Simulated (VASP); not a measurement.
Here is a VASP 6.6.1 calculation.

File run.py:

```python
from ase.calculators.vasp import Vasp
from ase.io import read

atoms = read('POSCAR')
calc = Vasp(
    directory='calc',
    xc='r2scan',
    pp='PBE',
    setups={'base': 'minimal', 'W': '_sv'},
    prec='Accurate',
    encut=520,
    ediff=1e-07,
    ismear=1,
    sigma=0.1,
    lreal=False,
    lasph=True,
    nelm=60,
    algo='Normal',
    isif=2,
    lwave=False,
    lcharg=False,
    lmixtau=True,
    ibrion=2,
    nsw=60,
    ediffg=-0.01,
    kpts=[9, 9, 9],
    gamma=True,
)
atoms.calc = calc

print('energy (eV):', atoms.get_potential_energy())
print('free energy (eV):', atoms.get_potential_energy(force_consistent=True))
print('forces (eV/A):')
print(atoms.get_forces())
print('stress (eV/A^3, Voigt):', atoms.get_stress())
print('Fermi level (eV):', calc.get_fermi_level())
print('cell (A, degrees):', atoms.cell.cellpar())
print('volume (A^3):', atoms.get_volume())
print('scaled positions:')
print(atoms.get_scaled_positions())
```

Contents of POSCAR:

```
W
1.0
   -1.5531010000      1.5911750000      1.5465280000
    1.6185280000     -1.6172360000      1.6380150000
    1.5189070000      1.5830420000     -1.5725890000
W
1
Direct
   -0.0239430000     -0.0154070000     -0.0371290000
```

Potentials or basis: VASP PAW PBE potentials, release 64 (W_sv).

Command:

```sh
$ python run.py
```

(1) What does it give for the band gap on the k mesh?

Results:

(1) none (metal or under the smearing width).

Caveat: the relaxation stopped at its first step, so nothing moved; the PAW data sets were made with another functional, which shifts forces and pressure a little.
